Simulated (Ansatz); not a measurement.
## Zn in Ansatz: convergence with k mesh

Input of the first run (k mesh 4 × 4 × 4); the others differ in this setting and in those tied to it:

The input input.yaml:

```yaml
crystal:
  lattice:
    - [0.0, 1.964776, 1.964776]
    - [1.964776, 0.0, 1.964776]
    - [1.964776, 1.964776, 0.0]
  atoms:
    - { symbol: Zn, position: [0.0, 0.0, 0.0] }
hamiltonian:
  xc: r2scan
  pseudopotentials: { kind: nc, source: spms }
kpoints:
  mp_grid: { grid: [4, 4, 4] }
scf:
  occupations: { method: gaussian, width: 0.1 }
output:
  forces: true
  stress: true
  eigenvalues: true
```

Potentials or basis: SPMS NC.

Command:

```sh
$ ansatz run input.yaml --threads 2 --pin off --max-ram 5632MiB --backend cpu --events-out ev --progress --plain --runs-dir out
```

This isn't the form of Zn at room conditions, which is hcp.

Hardware: 2 threads of Arm Neoverse V1, on a shared host.

```tsv
k mesh	energy less the tightest run, at zero smearing (meV/atom)	pressure (GPa)	gap on the mesh (eV)	SCF cycles	CPU time (s)	peak memory (GiB)
4 × 4 × 4	-224.21	-3.19	0.000	6	0.99	0.28
6 × 6 × 6	140.91	-4.26	0.000	6	1.9	0.28
7 × 7 × 7	-56.03	-4.06	0.797	6	1.6	0.28
8 × 8 × 8	5.24	-3.21	0.000	6	2	0.29
10 × 10 × 10	-1.25	-3.77	0.000	6	2.9	0.3
13 × 13 × 13	-2.96	-3.63	0.000	6	4.7	0.32
16 × 16 × 16	3.85	-3.62	0.000	6	7.5	0.35
19 × 19 × 19	0.00	-3.45	0.000	6	12	0.38
```

Against the tightest run, the gap on the mesh stays within 0.01 eV from 8 × 8 × 8 on. Not settled before the last step: the energy (to 1 meV/atom), the pressure (to 0.1 GPa). Meshes of other sizes hit other points, so gaps and Fermi surfaces needn't settle smoothly. The tightest run that finished is the yardstick and may itself not be fully converged.

Caveat, for the tightest run too: the meta-GGA runs on potentials made for a GGA; the potentials were made for another functional, which shifts forces and pressure.
